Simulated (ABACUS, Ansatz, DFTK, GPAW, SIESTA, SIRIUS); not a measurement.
# Cost and result for the bulk modulus of Al

**What was measured.** The bulk modulus of Al (Aluminum) (Fm-3m) is reported as 76.9 GPa (pmc:3831299, doi:10.1107/S0021889813023728). The runs below try to reproduce it.

```
Al
1.0
     0.00000    2.02481    2.02481
     2.02481    0.00000    2.02481
     2.02481    2.02481    0.00000
Al
1
Direct
  0.00000 0.00000 0.00000
```

```tsv
rung	level	program and potentials	cutoff (eV)	k mesh	smearing	core time	chip	bulk modulus (GPa)	miss	notes
GGA	BP86	ABACUS, SG15 ONCV 1.2 PBE, plane waves	816	9 × 9 × 9	fermi-dirac 0.05	15 s	AMD EPYC 9R45 Zen 5	74.9	-2.6 %	potentials made for PBE; fit through 4 volumes
LDA	LDA	Ansatz, all-electron LAPW, scalar-relativistic	-	11 × 11 × 11	fermi-dirac 0.05	17 s	AMD EPYC 7R43 Zen 3	85.3	+10.9 %	-
GGA	revPBE	ABACUS, SPMS ONCV 1.0 PBE, plane waves	816	9 × 9 × 9	fermi-dirac 0.05	17 s	Intel Xeon Platinum 8488C Sapphire Rapids	78.4	+2.0 %	potentials made for PBE; fit through 4 volumes
non-local van der Waals functional	optPBE-vdW	GPAW, GPAW PAW data sets (gpaw-data 1.2.1)	600	11 × 11 × 11	fermi-dirac 0.05	27 s	Arm Neoverse V2	70.6	-8.2 %	potentials made for PBE
non-local van der Waals functional	optB88-vdW	GPAW, GPAW PAW data sets (gpaw-data 1.2.1)	600	11 × 11 × 11	fermi-dirac 0.05	30 s	Arm Neoverse V1	69.2	-10.0 %	potentials made for PBE
non-local van der Waals functional	C09-vdW	GPAW, GPAW PAW data sets (gpaw-data 1.2.1)	600	11 × 11 × 11	fermi-dirac 0.05	38 s	Arm Neoverse V1	78.7	+2.3 %	potentials made for PBE
GGA + dispersion	RPBE+D3(zero damping)	GPAW, the program's PAW data sets (release 1.2.1) made for this functional	600	11 × 11 × 11	fermi-dirac 0.05	38 s	Arm Neoverse V1	84.2	+9.5 %	-
GGA + dispersion	PBE+D4	GPAW, GPAW PAW data sets (gpaw-data 1.2.1)	600	11 × 11 × 11	fermi-dirac 0.05	42 s	Arm Neoverse V1	87.7	+14.0 %	-
LDA	LDA	SIRIUS, all-electron FP-LAPW (Koelling-Harmon valence), apw+lo standard	-	11 × 11 × 11	gaussian 0.05	77 s	Arm Neoverse V1	83.8	+9.0 %	-
GGA	PBE	DFTK, PseudoDojo SR PBE 0.4.1 standard (PBE)	707	11 × 11 × 11	fermi-dirac 0.05	2.5 min	Intel Xeon Platinum 8375C Ice Lake	79.6	+3.5 %	-
GGA	PBE	SIESTA, files PseudoDojo sr-pbe-0.4.1-standard, TZP (energy shift 0.01 Ry)	-	11 × 11 × 11	fermi-dirac 0.05	2.7 min	Arm Neoverse V1	77.9	+1.3 %	atomic basis
```

Times are single runs on shared hosts and different chips, so they are rough; meshes, cutoffs and the tasks' sizes weigh on the time. Task: equation of state. All rows: no spin polarisation. Smearing widths are in eV. The cell comes from a database and isn't always the measured one. For a metal such meshes aren't converged. Meshes differ between rows, which moves values too. Meshes are those of the run's cell of 1 atom unless a note names another. Misses use the values as printed. Runs on faulty files, with rough fits or with known faults for this quantity aren't shown. No row holds spin-orbit coupling.

By rung: LDA 83.8 to 85.3; GGA 74.9 to 79.6; GGA + dispersion 84.2 to 87.7; non-local van der Waals functional 69.2 to 78.7; GGA in atomic bases 77.9 (GPa). Measured: 76.9 GPa (pmc:3831299, doi:10.1107/S0021889813023728). Closest, coarse meshes and atomic bases left aside, is revPBE (+2.0 %), and PBE misses by +3.5 % on plain settings. The runs are for a static lattice, while measurements hold temperature and zero-point motion.
